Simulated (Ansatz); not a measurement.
## Ag: enthalpy against pressure

Ag, P6_3/mmc, a = 2.867 Å, c = 4.691 Å. This isn't the element's structure at ambient conditions. Ansatz: PBEsol, PAW, 420 eV, Γ-centred 18×18×10 mesh on 2 atoms, Gaussian smearing 0.10 eV; no spin polarisation. Cell and atoms are relaxed at each pressure, and no other structure is tried, so the rows at high pressure may lie past a change of phase. y is the enthalpy over the state at zero pressure; there V0 = 16.696 Å³/atom. The pressures are the targets, met within 0.03 GPa.

```
P (GPa) y (eV/atom)
   -1.0      -0.1047
    0.0       0.0000
    1.0       0.1038
    4.0       0.4103
   12.0       1.1977
   25.0       2.4073
   50.0            ?
   90.0       7.7406
```

Problem. Fit y = c1 P + c2 P² + c3 P³ to the other rows, say what c1 and c2 mean, and predict the missing value.

Solution. Least squares on the rows shown. y = 0.10364 P − 0.00033211 P² + 1.5130×10⁻⁶ P³. Since dH/dP = V, c1 is V0: 0.10364 eV/GPa × 160.2 = 16.603 Å³ against 16.696; c2 = −V0/(2B0) gives B0 = 156 GPa, where a Birch–Murnaghan fit to the volumes of the same runs (not shown) gives 118 GPa: a cubic over this range folds the higher terms into c2. Above P = −c2/(3 c3) = 73 GPa the cubic's slope, the volume, would rise with pressure, so the form fails there. At P = 50.0 the fit asked for gives 4.5408 eV/atom. The run gave 4.5697 eV/atom, so the fit is 0.0289 eV/atom too low, 0.37 % of the span of the series, against an rms of 0.0006 eV/atom on the fitted rows. With a term in P⁴ added, a fit to the same known rows predicts 4.5945 eV/atom, which misses by about as much or more on the other side: the known rows don't fix the higher terms.